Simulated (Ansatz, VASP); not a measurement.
## MgO: VASP beside Ansatz

```
Mg O
1.0
     3.49477    0.00000    0.00000
    -1.74738    3.02656    0.00000
     0.00000    0.00000    4.19471
Mg O
2 2
Cartesian
  1.7474 0.9601 3.1460
  0.0000 2.0665 1.0487
  1.7474 1.0448 1.0487
  0.0000 1.9818 3.1460
```

Change from the starting cell: mode 5 frozen in at -0.049 Å, strain +e along z and -e/2 along x and y +0.0000.

Alike in both runs: task single point; functional PBEsol; k mesh 9 × 9 × 6; occupations gaussian, width 0.05 eV; no spin polarisation.

|  | VASP | Ansatz |
| --- | --- | --- |
| version | VASP 6.6.1 | Ansatz 0.2.0 |
| potentials or method | VASP PAW PBE potentials, release 64 (Mg, O) | scalar-relativistic, plane waves, PAW |
| plane-wave cutoff (eV) | 520 | 520 |
| valence electrons in the cell | 16 | 32 |

|  | VASP | Ansatz | Ansatz less VASP |
| --- | --- | --- | --- |
| gap on the k mesh at the Fermi level (eV) | 3.25 | 3.26 | +0.009 |
| least direct gap on the mesh (eV) | 3.25 | 3.26 | +0.009 |
| pressure (GPa) | -0.4 | 0.0 | +0.43 |
| largest component of the traceless stress (GPa) | 0.41 | 0.44 | +0.034 |
| rms of the force components (eV/Å) | 0.173 | 0.171 | -0.0021 |

Atom by atom the forces differ by 0.002 eV/Å (rms over components). The functional is the same, so the differences come from potentials, cutoffs and numerics. The two sets of potentials don't hold the same shells in valence. Ansatz warned: «pseudo_functional_mismatch».

Caveats: the PAW data sets were made with another functional, which shifts forces and pressure a little (VASP).
